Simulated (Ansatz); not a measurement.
# Na: one crystal by all-electron and frozen-core methods

Aim: solve Na at one geometry with all-electron LAPW, PAW on the default files and datasets made for this crystal, and see where they agree.

This is Na in the hcp structure; at room conditions it is bcc.

Program: Ansatz 0.2.0. Level of theory: DFT PBE, scalar-relativistic. These are calculated values, not measurements.

**1. The system as given**

Symmetry: P6_3/mmc, No. 194, hexagonal system. The conventional cell has a = 3.767 Å, b = 3.767 Å, c = 6.154 Å, α = 90.00°, β = 90.00°, γ = 120.00°. Na (site symmetry -6m2) has 12 Na at 3.77 Å as nearest neighbours.

Structure file:

```
Na
1.0
     3.76700    0.00000    0.00000
    -1.88350    3.26232    0.00000
     0.00000    0.00000    6.15400
Na
2
Direct
  0.33333 0.66667 0.25000
  0.66667 0.33333 0.75000
```

Structure: COD 9011000, as refined from experiment and not relaxed.

Atoms are numbered in the order of the input: Na1, Na2.

**2. All-electron LAPW**

Contents of input.yaml:

```yaml
crystal:
  lattice:
    - [3.7670009976, 0.0, 0.0]
    - [-1.8835004988, 3.26231856, 0.0]
    - [0.0, 0.0, 6.154]
  atoms:
    - { symbol: Na, position: [0.3333333333, 0.6666666667, 0.25] }
    - { symbol: Na, position: [0.6666666667, 0.3333333333, 0.75] }
kpoints:
  mp_grid: { grid: [13, 13, 7] }
  band_path:
    path:
      - [0.0, 0.0, 0.0]
      - [0.5, 0.0, 0.0]
      - [0.3333333333, 0.3333333333, 0.0]
      - [0.0, 0.0, 0.0]
      - [0.0, 0.0, 0.5]
      - [0.5, 0.0, 0.5]
      - [0.3333333333, 0.3333333333, 0.5]
      - [0.0, 0.0, 0.5]
      - [0.5, 0.0, 0.5]
    npoints: 8
scf:
  occupations: { method: fermi_dirac, width: 0.05 }
hamiltonian:
  xc: pbe
  pseudopotentials: { kind: all_electron, lapw: { basis_error: 0.00025 } }
output:
  forces: true
  stress: true
  eigenvalues: true
  fatbands: true
  populations: true
  dos: { projected: true, de: 0.2, e_range: [-14, 8] }
```

**3. PAW on the default files**

Edit input.yaml of step 2 so:

```diff
@@ -26,3 +26,3 @@
   xc: pbe
-  pseudopotentials: { kind: all_electron, lapw: { basis_error: 0.00025 } }
+  pseudopotentials: { kind: paw }
 output:
@@ -31,4 +31,5 @@
   eigenvalues: true
-  fatbands: true
+  efg: { contact_densities: true }
   populations: true
+  bader: true
   dos: { projected: true, de: 0.2, e_range: [-14, 8] }
```

**4. Datasets made for this crystal**

Edit input.yaml of step 3 so:

```diff
@@ -26,3 +26,3 @@
   xc: pbe
-  pseudopotentials: { kind: paw }
+  pseudopotentials: { kind: all_electron, datasets: crystal }
 output:
@@ -32,4 +32 @@
   efg: { contact_densities: true }
-  populations: true
-  bader: true
-  dos: { projected: true, de: 0.2, e_range: [-14, 8] }
```

(Steps that only read results are left out.)

**Question.** What will these runs give? Wanted: pressure; gap.

As calculated:

```
  quantity                                              value
  pressure  LAPW -0.14, PAW -0.15, crystal datasets -0.14 GPa
gap (LAPW)                                               none
```

What this shows: The pressure is within half a GPa of zero, so the volume is close to equilibrium at this level. Bands cross the Fermi level: the crystal is a metal at this level. Within 0.3 eV of the Fermi level the largest projected share is Na 3s (100 %). The projection holds only the free atom's occupied shells (Na 3s in this range). In pressure, PAW differs from LAPW by less than 0.01 GPa.
